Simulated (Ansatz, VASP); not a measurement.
**Cl: VASP beside Ansatz**

INCAR

```
PREC = Accurate
ENCUT = 520
EDIFF = 1E-7
ISMEAR = -1
SIGMA = 0.1
LREAL = F
LASPH = T
NELM = 100
ALGO = Normal
ISIF = 2
LWAVE = F
LCHARG = F
GGA = PE
NBANDS = 10
```

Contents of KPOINTS:

```
regular mesh
0
Gamma
  17 17 17
```

The input POSCAR:

```
Cl
1.0
   -1.6286663500      1.6286663500      1.6286663500
    1.6286663500     -1.6286663500      1.6286663500
    1.6286663500      1.6286663500     -1.6286663500
Cl
1
Direct
    0.0000000000      0.0000000000      0.0000000000
```

Input for Ansatz:

```yaml
crystal:
  lattice:
    - [-1.62866635, 1.62866635, 1.62866635]
    - [1.62866635, -1.62866635, 1.62866635]
    - [1.62866635, 1.62866635, -1.62866635]
  atoms:
    - { symbol: Cl, position: [0.0, 0.0, 0.0] }
kpoints:
  mp_grid: { grid: [17, 17, 17] }
scf:
  occupations: { method: fermi_dirac, width: 0.1 }
hamiltonian:
  xc: pbe
  pseudopotentials: { kind: paw }
output:
  forces: true
  stress: true
  eigenvalues: true
  populations: true
```

Change from the starting cell: volume scaled by 0.8, PAW files.

Alike in both runs: task single point; functional PBE; k mesh 17 × 17 × 17; occupations fermi-dirac, width 0.1 eV; no spin polarisation.

|  | VASP | Ansatz |
| --- | --- | --- |
| version | VASP 6.6.1 | Ansatz 0.2.0 |
| potentials or method | VASP PAW PBE potentials, release 64 (Cl) | PAW with Ansatz's default frozen-core files, scalar-relativistic |
| plane-wave cutoff (eV) | 520 | 420 |
| valence electrons in the cell | 7 | 7 |

Ansatz gave:

| Item | Value |
| --- | --- |
| pressure (GPa) | 12.0 |

Q: What did VASP give for the same quantities?

A: Pressure (GPa): 11.9.

The functional is the same, so the differences come from potentials, cutoffs and numerics.

Caveats: an odd number of electrons without spin polarisation forces a metal; a magnetic or distorted state may lie lower.
